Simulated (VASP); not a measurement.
# KF (Pm-3m) in VASP: a series of runs

The runs below take KF through single point, relaxation of cell and atoms, with PBE, B3LYP+D3, PBE+TS.

Everything below comes from runs of VASP 6.6.1. Logs are shortened: lines on timing, memory, paths and dates and some standing lists are left out, and cuts for length are marked.

## 1. Starting point

It takes space group Pm-3m (No. 221, cubic). Conventional cell: a = 3.259 Å, b = 3.259 Å, c = 3.259 Å, α = 90.00°, β = 90.00°, γ = 90.00°. K (site symmetry m-3m) is surrounded by 8 F at 2.82 Å. F (site symmetry m-3m) has 8 K at 2.82 Å as nearest neighbours.

The cell comes from a database or a generator and needn't be the stable form of this composition.

## 2. Single point, PBE

Contents of INCAR:

```
PREC     = Accurate       # precision mode
ENCUT    = 550            # plane-wave cutoff, eV
EDIFF    = 1E-7           # SCF threshold, eV
ISMEAR   = 0              # smearing method
SIGMA    = 0.1            # smearing width, eV
LREAL    = F              # projectors in reciprocal space
LASPH    = T              # aspherical terms in the spheres
NELM     = 100            # most SCF steps
ALGO     = Normal         # electronic algorithm
ISIF     = 2              # what is computed and relaxed
LWAVE    = F              # write WAVECAR
LCHARG   = F              # write CHGCAR
GGA      = PE             # functional
NBANDS   = 15             # bands
```

Contents of KPOINTS:

```
regular mesh
0
Gamma
  8 8 8
```

Contents of POSCAR:

```
KF
1.0
    3.2589550000      0.0000000000      0.0000000000
    0.0000000000      3.2589550000      0.0000000000
    0.0000000000      0.0000000000      3.2589550000
K F
1 1
Cartesian
    0.0000000000      0.0000000000      0.0000000000
    1.6294775000      1.6294775000      1.6294775000
```

Potentials or basis: VASP PAW PBE potentials, release 64 (K_sv_GW, F_GW).

Run with:

```
$ cat potpaw_PBE.64/K_sv_GW/POTCAR potpaw_PBE.64/F_GW/POTCAR > POTCAR
$ mpirun -np 1 vasp_std > vasp.out
```

OUTCAR:

```text
PREC = Accurate
   ENCUT = 550
   EDIFF = 1E-7
   ISMEAR = 0
   LREAL = F
   LASPH = T
   NELM = 100
   ISIF = 2
   GGA = PE

 ion  position               nearest neighbor table
   1  0.000  0.000  0.000-
   2  0.500  0.500  0.500-

  LATTYP: Found a simple cubic cell.
 ALAT       =     3.2589550000

  Lattice vectors:

 A1 = (   3.2589550000,   0.0000000000,   0.0000000000)
 A2 = (   0.0000000000,   3.2589550000,   0.0000000000)
 A3 = (   0.0000000000,   0.0000000000,   3.2589550000)

Analysis of symmetry for initial positions (statically):
=====================================================================
 Subroutine PRICEL returns:
 Original cell was already a primitive cell.

 Routine SETGRP: Setting up the symmetry group for a
 simple cubic supercell.

 Subroutine GETGRP returns: Found 48 space group operations
 (whereof 48 operations were pure point group operations)
 out of a pool of 48 trial point group operations.

The static configuration has the point symmetry O_h .

Analysis of symmetry for dynamics (positions and initial velocities):
=====================================================================
 Subroutine PRICEL returns:
 Original cell was already a primitive cell.

 Routine SETGRP: Setting up the symmetry group for a
 simple cubic supercell.

 Subroutine GETGRP returns: Found 48 space group operations
 (whereof 48 operations were pure point group operations)
 out of a pool of 48 trial point group operations.

The dynamic configuration has the point symmetry O_h .

 Subroutine INISYM returns: Found 48 space group operations
 (whereof 48 operations are pure point group operations),
 and found     1 'primitive' translations

----------------------------------------------------------------------------------------

                                     Primitive cell

  volume of cell :      34.6127

  direct lattice vectors                    reciprocal lattice vectors
     3.258955000  0.000000000  0.000000000     0.306846827  0.000000000  0.000000000
     0.000000000  3.258955000  0.000000000     0.000000000  0.306846827  0.000000000
     0.000000000  0.000000000  3.258955000     0.000000000  0.000000000  0.306846827

  length of vectors
     3.258955000  3.258955000  3.258955000     0.306846827  0.306846827  0.306846827

  position of ions in fractional coordinates (direct lattice)
     0.000000000  0.000000000  0.000000000
     0.500000000  0.500000000  0.500000000

  ion indices of the primitive-cell ions
   primitive index   ion index
                 1           1
                 2           2

----------------------------------------------------------------------------------------

 KPOINTS: regular mesh

Automatic generation of k-mesh.
 Grid dimensions read from file:
 generate k-points for:    8    8    8

 Generating k-lattice:

  Cartesian coordinates                     Fractional coordinates (reciprocal lattice)
     0.038355853  0.000000000  0.000000000     0.125000000  0.000000000  0.000000000
     0.000000000  0.038355853  0.000000000     0.000000000  0.125000000  0.000000000
     0.000000000  0.000000000  0.038355853     0.000000000  0.000000000  0.125000000

  Length of vectors
     0.038355853  0.038355853  0.038355853

  Shift w.r.t. Gamma in fractional coordinates (k-lattice)
     0.000000000  0.000000000  0.000000000

 Subroutine IBZKPT returns following result:
 ===========================================

 Found     35 irreducible k-points:

 Following reciprocal coordinates:
            Coordinates               Weight
  0.000000  0.000000  0.000000      1.000000
  0.125000  0.000000  0.000000      6.000000
  0.250000  0.000000  0.000000      6.000000
  0.375000  0.000000  0.000000      6.000000
  0.500000  0.000000  0.000000      3.000000
  0.125000  0.125000  0.000000     12.000000
[... 16 lines left out ...]
  0.375000  0.375000  0.125000     24.000000
  0.500000  0.375000  0.125000     24.000000
 [... further k-points ...]
   k-points           NKPTS =     35   k-points in BZ     NKDIM =     35   number of bands    NBANDS=     15
   number of dos      NEDOS =    301   number of ions     NIONS =      2
   total plane-waves  NPLWV =  21952
   dimension x,y,z NGX =    28 NGY =   28 NGZ =   28
   dimension x,y,z NGXF=    56 NGYF=   56 NGZF=   56
   ions per type =               1   1
   NGX,Y,Z   is equivalent  to a cutoff of  14.28, 14.28, 14.28 a.u.
   NGXF,Y,Z  is equivalent  to a cutoff of  28.57, 28.57, 28.57 a.u.
 SYSTEM =  unknown system
   PREC   = accura    normal or accurate (medium, high low for compatibility)
   ISTART =      0    job   : 0-new  1-cont  2-samecut
   ICHARG =      2    charge: 1-file 2-atom 10-const
   ISPIN  =      1    spin polarized calculation?
   LNONCOLLINEAR =      F non collinear calculations
   LSORBIT =      F    spin-orbit coupling
   LASPH  =      T    aspherical Exc in radial PAW
   ENCUT  =  550.0 eV  40.42 Ry    6.36 a.u.   6.23  6.23  6.23*2*pi/ulx,y,z
   NELM   =    100;   NELMIN=  2; NELMDL= -5     # of ELM steps
   EDIFF  = 0.1E-06   stopping-criterion for ELM
   LREAL  =      F    real-space projection
   EDIFFG = 0.1E-05   stopping-criterion for IOM
   NSW    =      0    number of steps for IOM
   IBRION =     -1    ionic relax: 0-MD 1-quasi-New 2-CG
   NFREE  =      0    steps in history (QN), initial steepest desc. (CG)
   ISIF   =      2    stress and relaxation
   ISYM   =      2    0-nonsym 1-usesym 2-fastsym
   POTIM  = 0.5000    time-step for ionic-motion
   TEBEG  =    0.0;   TEEND  =   0.0 temperature during run
   PSTRESS=    0.0 pullay stress
   NELECT =      16.0000    total number of electrons
   NUPDOWN=      -1.0000    fix difference up-down
   EMIN   =  10.00;   EMAX   =-10.00  energy-range for DOS
   EFERMI =   0.00;   METHOD = LEGACY
   ISMEAR =     0;   SIGMA  =   0.10  broadening in eV -4-tet -1-fermi 0-gaus
   EFERMI_NEDOS =   21; number of points for ismear=-14 and -15
   IALGO  =     38    algorithm
   IMIX   =      4    mixing-type and parameters
     AMIX     =   0.40;   BMIX     =  1.00
     AMIX_MAG =   1.60;   BMIX_MAG =  1.00
  volume/ion in A,a.u.               =      17.31       116.79
  Fermi-wavevector in a.u.,A,eV,Ry     =   1.265814  2.392041 21.800402  1.602284
  Thomas-Fermi vector in A             =   2.399047
   LORBIT       =      0    0 simple, 1 ext, 2 COOP (PROOUT), +10 PAW based schemes
   GGA     = PE    functional components
   LHFCALC =     F    Hartree Fock is set to
   AEXX    =    0.0000 exact exchange contribution
   IVDW    =     0    specifies the selected vdW correction
   LEPSILON=     F    determine dielectric tensor
   LRPA    =     F    only Hartree local field effects (RPA)
 non-spin polarized calculation
 Gauss-broadening in eV      SIGMA  =   0.10
  energy-cutoff  :      550.00
  volume of cell :       34.61
 maximum number of plane-waves:      1064
 NGX is ok and might be reduce to    28
   NGX = 13   NGY = 13   NGZ = 13

 number of electron      16.0000000 magnetization

 Free energy of the ion-electron system (eV)
  ---------------------------------------------------
  ext. energy  EPLUGINS =         0.00000000
  ---------------------------------------------------
  free energy    TOTEN  =       -10.57155603 eV

  energy without entropy =      -10.57155603  energy(sigma->0) =      -10.57155603

 E-fermi :   0.9965     XC(G=0):  -9.0203

 val. band max:        0.5765394407   @ k =   0.5000   0.5000   0.0000
 cond. band min:       6.8436655533   @ k =   0.0000   0.0000   0.0000
 fundamental gap:      6.2671261126
 Fermi energy:         0.9964775463

 k-point     1 :       0.0000    0.0000    0.0000
  band No.  band energies     occupation
      1     -26.4306      2.00000
      2     -18.3175      2.00000
      3      -9.4615      2.00000
      4      -9.4615      2.00000
      5      -9.4615      2.00000
      6       0.5242      2.00000
      7       0.5242      2.00000
      8       0.5242      2.00000
      9       6.8437      0.00000
     10       8.8766      0.00000
     11       8.8766      0.00000
     12      14.2112      0.00000
     13      14.2112      0.00000
     14      14.2112      0.00000
     15      21.3691      0.00000

 k-point     2 :       0.1250    0.0000    0.0000
  band No.  band energies     occupation
      1     -26.4126      2.00000
      2     -18.3207      2.00000
      3      -9.5677      2.00000
      4      -9.4457      2.00000
      5      -9.4457      2.00000
      6       0.3229      2.00000
      7       0.5091      2.00000
      8       0.5091      2.00000
      9       7.2553      0.00000
     10       8.9956      0.00000
     11       9.2222      0.00000
     12      13.9709      0.00000
     13      13.9709      0.00000
     14      14.2544      0.00000
     15      20.0832      0.00000

 k-point     3 :       0.2500    0.0000    0.0000
  band No.  band energies     occupation
      1     -26.3688      2.00000
      2     -18.3301      2.00000
      3      -9.8128      2.00000
      4      -9.4071      2.00000
      5      -9.4071      2.00000
      6      -0.1112      2.00000
      7       0.4717      2.00000
      8       0.4717      2.00000
      9       8.2698      0.00000
     10       9.3116      0.00000
     11      10.0974      0.00000
     12      13.4712      0.00000
     13      13.4712      0.00000
     14      14.3615      0.00000
     15      18.5391      0.00000
[... 343 lines left out ...]
 k-point    23 :       0.3750    0.3750    0.1250
  band No.  band energies     occupation
      1     -26.2191      2.00000
      2     -18.2488      2.00000
      3     -10.0982      2.00000
      4     -10.0612      2.00000
      5      -9.4192      2.00000
      6      -0.1361      2.00000
      7      -0.0238      2.00000
      8       0.3981      2.00000
      9       9.6816      0.00000
     10      10.1573      0.00000
     11      12.2296      0.00000
     12      12.3071      0.00000
     13      13.1301      0.00000
     14      13.6818      0.00000
     15      17.3593      0.00000

 k-point    24 :       0.5000    0.3750    0.1250
  band No.  band energies     occupation
      1     -26.2035      2.00000
      2     -18.2351      2.00000
      3     -10.1940      2.00000
      4     -10.0855      2.00000
      5      -9.4048      2.00000
      6      -0.1560      2.00000
      7      -0.0373      2.00000
      8       0.4077      2.00000
      9       9.5529      0.00000
     10      10.1130      0.00000
     11      12.0779      0.00000
     12      12.2724      0.00000
     13      13.4367      0.00000
     14      14.7976      0.00000
     15      16.4485      0.00000

 [... further k-points ...]

------------------------ aborting loop because EDIFF is reached ----------------------------------------

  FORCE on cell =-STRESS in cart. coord.  units (eV):
  Direction    XX          YY          ZZ          XY          YZ          ZX
  --------------------------------------------------------------------------------------
  -------------------------------------------------------------------------------------
  Total       -0.1948939     -0.1948939     -0.1948939      0.0000000      0.0000000      0.0000000
  in kB       -9.0213977     -9.0213977     -9.0213977      0.0000000      0.0000000      0.0000000
  external PRESSURE =      -9.0213977 kB  Pullay stress =       0.0000000 kB

 VOLUME and BASIS-vectors are now :
 -----------------------------------------------------------------------------
  energy-cutoff  :      550.00
  volume of cell :       34.61
      direct lattice vectors                 reciprocal lattice vectors
     3.258955000  0.000000000  0.000000000     0.306846827  0.000000000  0.000000000
     0.000000000  3.258955000  0.000000000     0.000000000  0.306846827  0.000000000
     0.000000000  0.000000000  3.258955000     0.000000000  0.000000000  0.306846827

 POSITION                                       TOTAL-FORCE (eV/Angst)
 -----------------------------------------------------------------------------------
      0.00000      0.00000      0.00000         0.000000      0.000000      0.000000
      1.62948      1.62948      1.62948         0.000000      0.000000      0.000000
 -----------------------------------------------------------------------------------
    total drift:                                0.000000      0.000000      0.000000

  FREE ENERGIE OF THE ION-ELECTRON SYSTEM (eV)
  ---------------------------------------------------
  free  energy   TOTEN  =       -10.5715560336 eV

  energy  without entropy=      -10.5715560336  energy(sigma->0) =      -10.57155603
```

It took 10 s on 1 thread of AMD EPYC 9R45 (Zen 5), shared host; peak memory 0.14 GiB.

Results:

| Item | Value |
| --- | --- |
| Free energy | -10.5716 eV |
| Band gap on the k mesh | 6.27 eV, indirect (least direct gap 6.32 eV) |

Levels at points of the mesh, in eV from the valence-band top:
```tsv
k point	band 4	band 5	band 6	band 7	band 8	band 9	band 10	band 11	band 12	band 13
(0.00, 0.00, 0.00)	-10.04	-10.04	-0.05	-0.05	-0.05	6.27	8.30	8.30	13.63	13.63
(0.50, 0.00, 0.00)	-9.93	-9.93	-1.21	-0.16	-0.16	9.28	9.36	10.84	12.32	12.32
(0.50, 0.50, 0.00)	-10.81	-9.85	-0.61	-0.61	0.00	8.47	8.98	11.80	11.80	14.19
(0.50, 0.50, 0.50)	-10.61	-10.61	-1.03	-1.03	-1.03	10.41	10.41	10.41	15.13	15.13
```

Caveat: the cutoff is under 1.25 times the usual one of these potentials, so pressure, stress and relaxed cells hold a basis-set (Pulay) error. A k mesh can miss the band edges.

## 3. Single point, PBE

Contents of run.py:

```python
from ase.calculators.vasp import Vasp
from ase.dft.bandgap import bandgap
from ase.io import read

atoms = read('KF.xyz')
calc = Vasp(
    directory='calc',
    xc='pbe',
    pp='PBE',
    setups='gw',
    prec='Accurate',
    encut=550,
    ediff=1e-06,
    ismear=0,
    sigma=0.1,
    lreal=False,
    lasph=True,
    nelm=80,
    algo='Normal',
    isif=2,
    lwave=False,
    lcharg=False,
    kpts=[8, 8, 8],
    gamma=True,
    nbands=15,
)
atoms.calc = calc

print('energy (eV):', atoms.get_potential_energy())
print('free energy (eV):', atoms.get_potential_energy(force_consistent=True))
print('forces (eV/A):')
print(atoms.get_forces())
print('stress (eV/A^3, Voigt):', atoms.get_stress())
print('Fermi level (eV):', calc.get_fermi_level())
gap, top, bottom = bandgap(calc)
print('band gap (eV):', gap, 'from (spin, k, band)', top, 'to', bottom)
```

Contents of KF.xyz:

```xyz
2
Lattice="3.2589550000 0.0000000000 0.0000000000 0.0000000000 3.2589550000 0.0000000000 0.0000000000 0.0000000000 3.2589550000" Properties=species:S:1:pos:R:3 pbc="T T T"
K      0.0000000000      0.0000000000      0.0000000000
F      1.6294775000      1.6294775000      1.6294775000
```

Potentials or basis: VASP PAW PBE potentials, release 64 (K_sv_GW, F_GW).

Run with:

```
$ python run.py
```

Run time: 12 s. Hardware: 1 thread of AMD EPYC 9R45 (Zen 5), shared host; peak memory 0.14 GiB.

It converged, with:

| Property | Result |
| --- | --- |
| Free energy | -10.5716 eV |
| Band gap on the k mesh | 6.27 eV, indirect (least direct gap 6.32 eV) |

Levels at points of the mesh, in eV from the valence-band top:
```
           k point  band 5  band 6  band 7  band 8  band 9  band 10  band 11  band 12
(0.00, 0.00, 0.00)  -10.04   -0.05   -0.05   -0.05    6.27     8.30     8.30    13.63
(0.50, 0.00, 0.00)   -9.93   -1.21   -0.16   -0.16    9.28     9.36    10.83    12.32
(0.50, 0.50, 0.00)   -9.85   -0.62   -0.62    0.00    8.47     8.98    11.80    11.80
(0.50, 0.50, 0.50)  -10.61   -1.03   -1.03   -1.03   10.41    10.41    10.41    15.13
```

Caveat: the cutoff is under 1.25 times the usual one of these potentials, so pressure, stress and relaxed cells hold a basis-set (Pulay) error. A k mesh can miss the band edges.

## 4. Single point, B3LYP+D3, non-collinear spin, ferromagnetic start

Contents of run.py:

```python
from ase import Atoms
from ase.calculators.vasp import Vasp
from ase.dft.bandgap import bandgap

atoms = Atoms(
    ['K', 'F'],
    cell=[[3.258955, 0.0, 0.0], [0.0, 3.258955, 0.0], [0.0, 0.0, 3.258955]],
    scaled_positions=[[0.0, 0.0, 0.0], [0.5, 0.5, 0.5]],
    pbc=True,
)
atoms.set_initial_magnetic_moments([[0.0, 0.0, 0.5], [0.0, 0.0, 0.0]])
calc = Vasp(
    directory='calc',
    xc='b3lyp',
    pp='PBE',
    setups='recommended',
    pp_version='54',
    prec='Accurate',
    encut=520,
    ediff=1e-06,
    ismear=-1,
    sigma=0.05,
    lreal=False,
    lasph=True,
    nelm=100,
    algo='Normal',
    isif=2,
    lwave=False,
    lcharg=False,
    lnoncollinear=True,
    lorbit=11,
    precfock='Fast',
    hfrcut=-1,
    ivdw=11,
    kpts=[4, 4, 4],
    gamma=True,
)
atoms.calc = calc

print('energy (eV):', atoms.get_potential_energy())
print('free energy (eV):', atoms.get_potential_energy(force_consistent=True))
print('forces (eV/A):')
print(atoms.get_forces())
print('stress (eV/A^3, Voigt):', atoms.get_stress())
print('Fermi level (eV):', calc.get_fermi_level())
gap, top, bottom = bandgap(calc)
print('band gap (eV):', gap, 'from (spin, k, band)', top, 'to', bottom)
```

Potentials or basis: VASP PAW PBE potentials, release 54 (K_sv, F).

Run with:

```
$ python run.py
```

Run time: 9.1 min. Hardware: 1 thread of AMD EPYC 9R45 (Zen 5), shared host; peak memory 0.19 GiB.

The run converged. Its results:

* Free energy: -10.4818 eV
* Pressure: -0.6 GPa
* Band gap on the k mesh: 8.58 eV, indirect (least direct gap 8.63 eV)
* Net moment: 0.00 μB per cell
* Valence electrons inside the program's atomic spheres: K 7.56; F 6.10
* Dispersion energy per atom: -0.364 eV

Levels at points of the mesh, in eV from the valence-band top:
| k point | band 14 | band 15 | band 16 | band 17 | band 18 | band 19 |
| --- | --- | --- | --- | --- | --- | --- |
| (0.00, 0.00, 0.00) | -0.05 | -0.05 | -0.05 | 8.58 | 8.58 | 10.75 |
| (0.50, 0.00, 0.00) | -0.16 | -0.16 | -0.16 | 11.80 | 11.80 | 11.80 |
| (0.00, 0.00, 0.50) | -0.16 | -0.16 | -0.16 | 11.80 | 11.80 | 11.80 |
| (0.50, 0.50, 0.00) | -0.62 | 0.00 | 0.00 | 10.93 | 10.93 | 11.41 |
| (0.00, 0.50, 0.50) | -0.62 | 0.00 | 0.00 | 10.93 | 10.93 | 11.41 |
| (0.50, 0.50, 0.50) | -1.04 | -1.04 | -1.04 | 13.00 | 13.00 | 13.00 |

Moments on the atoms (μB; x, y, z):
```
K   0.00 0.00 0.00
F   0.00 0.00 0.00
```

Caveat: the k mesh is coarse (spacing up to 0.48 Å⁻¹), so the values aren't converged, least of all with exact exchange; the PAW data sets were made with another functional, which shifts forces and pressure a little. A k mesh can miss the band edges.

(Continued in part 2 of 2.)
